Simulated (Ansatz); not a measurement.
TaN: strain energy, fitted

TaN, Fm-3m, a = 4.376 Å. This isn't the usual stable structure of the compound. Ansatz: PBEsol, PAW, 420 eV, Γ-centred 16×16×12 mesh on 4 atoms, Gaussian smearing 0.10 eV; no spin polarisation. Series: biaxial strain in the a-b plane, c and atoms relaxed; x is the strain in per cent. The axes a, b, c are those of the computed cell (3.094, 3.094, 4.376 Å), along [1 1 0], [-1 1 0], [0 0 1] of the cell named above. y is the free energy over the unstrained cell, V0 = 10.472 Å³/atom.

| x (%) | y (meV/atom) |
| --- | --- |
| -4.5 | 132.04 |
| -3.0 | 55.13 |
| -1.5 | 12.83 |
| 0.0 | 0.00 |
| 1.5 | ? |
| 3.0 | 44.19 |
| 4.5 | 94.95 |

Problem. Fit y = c2 x² + c3 x³ to the other rows, turn c2 into a modulus, and predict the missing energy.

Solution. Least squares on the rows shown. y = 5.5894 x² − 0.20336 x³. In eV per unit strain² c2 is 55.89; M is the biaxial modulus (E = M V0 ε²): 55.89 × 160.2 / (10.472) = 855 GPa. At x = 1.5 the fit asked for gives 11.89 meV/atom. The run gave 11.42 meV/atom, so the fit is 0.47 meV/atom too high, within the rms miss on the fitted rows (0.49 meV/atom).

Spin–orbit coupling is left out, which can shift energies with elements as heavy as these.